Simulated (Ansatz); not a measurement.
# NaI: the cost of one run

Computed with Ansatz 0.2.0 (DFT PBEsol, scalar-relativistic, plane waves, PAW, unless a step's input says otherwise).

## Step 1: Starting point

It takes space group Fm-3m (No. 225, cubic). Conventional cell: a = 6.473 Å, b = 6.473 Å, c = 6.473 Å, α = 90.00°, β = 90.00°, γ = 90.00°. Na (site symmetry m-3m) has 6 I at 3.24 Å as nearest neighbours. Around I (site symmetry m-3m) lie 6 Na at 3.24 Å.

Structure file:

```cif
data_structure
_symmetry_space_group_name_H-M 'Fm-3m'
_symmetry_Int_Tables_number 225
_cell_length_a 6.4728
_cell_length_b 6.4728
_cell_length_c 6.4728
_cell_angle_alpha 90.000
_cell_angle_beta 90.000
_cell_angle_gamma 90.000
_cell_volume 271.19
loop_
_atom_site_label
_atom_site_type_symbol
_atom_site_symmetry_multiplicity
_atom_site_Wyckoff_symbol
_atom_site_fract_x
_atom_site_fract_y
_atom_site_fract_z
_atom_site_occupancy
Na1 Na 4 a 0.00000 0.00000 0.00000 1
I1 I 4 b 0.50000 0.00000 0.00000 1
```

The structure comes from the Crystallography Open Database.

(A quick probe on a coarse mesh, which set the mesh and smearing, is not shown.)

## Step 3: Relaxing cell and atoms

input.yaml reads:

```yaml
crystal:
  lattice:
    - [0.0, 3.2364, 3.2364]
    - [3.2364, 0.0, 3.2364]
    - [3.2364, 3.2364, 0.0]
  atoms:
    - { symbol: Na, position: [0.0, 0.0, 0.0] }
    - { symbol: I, position: [0.5, 0.5, 0.5] }
basis:
  ecutwfc: 420
kpoints:
  mp_grid: { grid: [6, 6, 6] }
hamiltonian:
  xc: pbesol
scf:
  occupations: { method: gaussian, width: 0.02 }
output:
  forces: true
  stress: true
  eigenvalues: true
  write_density: true
  write_potential: true
  elf: true
  volumetric_format: npy
relax:
  adjacent_minimum: "off"
  f_tol: 0.005
  max_steps: 80
  cell: { stress_tol: 0.05 }
```

Launch:

```console
$ ansatz run input.yaml --threads 4 --pin off --max-ram 11264MiB --backend cpu --events-out ev --progress --plain --runs-dir out
```

What time and memory should one allow on 4 threads of Arm Neoverse V1, shared host?

About 2.1 s, with a peak of 0.34 GiB.
